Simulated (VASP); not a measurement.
Here is a VASP 6.6.1 calculation.

Contents of INCAR:

```
SYSTEM = GaS
PREC = Accurate
ENCUT = 600
EDIFF = 1E-7
ISMEAR = 0
SIGMA = 0.03
LREAL = .False.
LASPH = .True.
NELM = 80
ALGO = Normal
ISIF = 3
LWAVE = .False.
LCHARG = .False.
GGA = PE
IVDW = 12
IBRION = 2
NSW = 90
EDIFFG = -0.005
KPAR = 4
```

Contents of KPOINTS:

```
regular mesh
0
Gamma
  9 9 2
  0 0 0
```

The input POSCAR:

```
GaS                                     
1.0
    3.5881281492     -0.0000000000      0.0000000000
   -1.7940640746      3.1074101293     -0.0000000000
    0.0000000000     -0.0000000000     15.4225057272
  Ga              S             
     4     4
Direct
     0.3333333332999970    0.6666666667000030    0.1706235578691137
     0.6666666667000030    0.3333333332999970    0.6706235578691137
     0.3333333332999970    0.6666666667000030    0.3293764421308863
     0.6666666667000030    0.3333333332999970    0.8293764421308863
     0.3333333332999970    0.6666666667000030    0.5999385165630959
     0.6666666667000030    0.3333333332999970    0.0999385165630959
     0.3333333332999970    0.6666666667000030    0.9000614834369041
     0.6666666667000030    0.3333333332999970    0.4000614834369041
```

Potentials or basis: VASP PAW PBE potentials, release 64 (Ga_d, S).

Command:

```sh
$ cat potpaw_PBE.64/Ga_d/POTCAR potpaw_PBE.64/S/POTCAR > POTCAR
$ mpirun -np 4 vasp_std > vasp.out
```

Task: Estimate the dispersion energy per atom.

Result: -0.274 eV.

Task: Predict the band gap on the k mesh.

Result: 1.57 eV, indirect (least direct gap 1.67 eV).

Forces in eV/Å, atoms in the order of the input:
```
Ga   0.000  0.000  0.002
Ga   0.000  0.000  0.002
Ga   0.000  0.000 -0.002
Ga   0.000  0.000 -0.002
S    0.000  0.000  0.005
S    0.000  0.000  0.005
S    0.000  0.000 -0.005
S    0.000  0.000 -0.005
```

Caveat: an odd mesh through Γ misses points on the zone boundary, where band edges often lie.
